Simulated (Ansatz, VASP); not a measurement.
# Al: VASP beside Ansatz

```
Al
1.0
     0.00000    1.99634    1.99634
     1.99634    0.00000    1.99634
     1.99634    1.99634    0.00000
Al
1
Direct
  0.00000 0.00000 0.00000
```

Alike in both runs: functional r2SCAN; k mesh 18 × 18 × 18; occupations gaussian, width 0.1 eV; no spin polarisation.

Ansatz relaxed the structure, and its values are those at the end. VASP's run is a single point on that final structure, the one shown.

|  | VASP | Ansatz |
| --- | --- | --- |
| version | VASP 6.6.1 | Ansatz 0.2.0 |
| potentials or method | VASP PAW PBE potentials, release 64 (Al) | scalar-relativistic, plane waves, PAW |
| plane-wave cutoff (eV) | 520 | 500 |
| valence electrons in the cell | 3 | 3 |

|  | VASP | Ansatz | Ansatz less VASP |
| --- | --- | --- | --- |
| gap on the k mesh at the Fermi level (eV) | none | none | - |
| pressure (GPa) | -0.4 | 0.0 | +0.32 |

A gap of «none» marks a metal or a gap that the smearing closes.

Caveats: the PAW data sets were made with another functional, which shifts forces and pressure a little (VASP).
